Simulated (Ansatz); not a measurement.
Structure: HfSiO4 on the sites of the anatase structure (relaxed group I-4m2), at its r2SCAN minimum. It is tetragonal, I-4m2 (No. 119); a = 3.718 Å, c = 9.761 Å in the conventional setting, 11.24 Å³ an atom. Si is surrounded by 6 O at 1.73–1.88 Å; Hf is surrounded by 6 O at 1.99–2.16 Å; O is surrounded by 2 Si at 1.88 Å and 1 Hf at 2.16 Å; O is surrounded by 1 Si at 1.73 Å and 2 Hf at 1.99 Å.

```cif
data_structure
_symmetry_space_group_name_H-M 'I-4m2'
_symmetry_Int_Tables_number 119
_cell_length_a 3.7176
_cell_length_b 3.7176
_cell_length_c 9.7609
_cell_angle_alpha 90.000
_cell_angle_beta 90.000
_cell_angle_gamma 90.000
_cell_volume 134.90
loop_
_atom_site_label
_atom_site_type_symbol
_atom_site_symmetry_multiplicity
_atom_site_Wyckoff_symbol
_atom_site_fract_x
_atom_site_fract_y
_atom_site_fract_z
_atom_site_occupancy
Si1 Si 2 a 0.00000 0.00000 0.00000 1
Hf1 Hf 2 c 0.00000 0.50000 0.25000 1
O1 O 4 f 0.00000 0.50000 0.47172 1
O2 O 4 e 0.00000 0.00000 0.17774 1
```

4 runs of the PAW code Ansatz on this cell differ in the functional (and in the settings that go with it). Levels are in eV from each run's valence top; v1 is the last filled band, c1 the first empty one.

Run A, mean stress -0.4 GPa (compression positive):

| point | v2 | v1 | c1 | c2 |
| --- | --- | --- | --- | --- |
| Γ | -0.63 | -0.63 | 5.71 | 6.11 |
| X | -1.13 | 0.00 | 5.78 | 5.92 |
| P | -1.59 | 0.00 | 5.56 | 6.20 |
| N | -1.55 | -1.13 | 6.16 | 7.01 |

Run B, mean stress 0.0 GPa (compression positive):

| point | v2 | v1 | c1 | c2 |
| --- | --- | --- | --- | --- |
| Γ | -0.60 | -0.60 | 4.54 | 5.06 |
| X | -1.11 | 0.00 | 4.63 | 4.74 |
| P | -1.53 | -0.01 | 4.42 | 4.99 |
| N | -1.45 | -1.09 | 4.97 | 5.79 |

Run C, mean stress +6.1 GPa (compression positive):

| point | v2 | v1 | c1 | c2 |
| --- | --- | --- | --- | --- |
| Γ | -0.56 | -0.56 | 4.04 | 4.45 |
| X | -1.05 | 0.00 | 4.20 | 4.28 |
| P | -1.48 | -0.01 | 3.99 | 4.54 |
| N | -1.40 | -1.05 | 4.50 | 5.28 |

Run D, mean stress -0.4 GPa (compression positive):

| point | v2 | v1 | c1 | c2 |
| --- | --- | --- | --- | --- |
| Γ | -0.63 | -0.63 | 6.49 | 6.85 |
| X | -1.13 | 0.00 | 6.55 | 6.69 |
| P | -1.59 | 0.00 | 6.33 | 6.97 |
| N | -1.56 | -1.13 | 6.94 | 7.80 |

**Question.** Match the runs to PBE, r2SCAN, HSE06, PBE0.

**Answer.** A is HSE06, B is r2SCAN, C is PBE, D is PBE0. In order of the gap: PBE 3.99, r2SCAN 4.42, HSE06 5.56, PBE0 6.33 eV. The stress vanishes for r2SCAN, which relaxed the cell.

The calculation is spin-unpolarised, and the structure need not be a phase that has been made.

No spin-orbit coupling is included; it can move band edges with weight on the heavy atoms by tenths of an eV.

The stress of a hybrid is loosely converged in these runs.
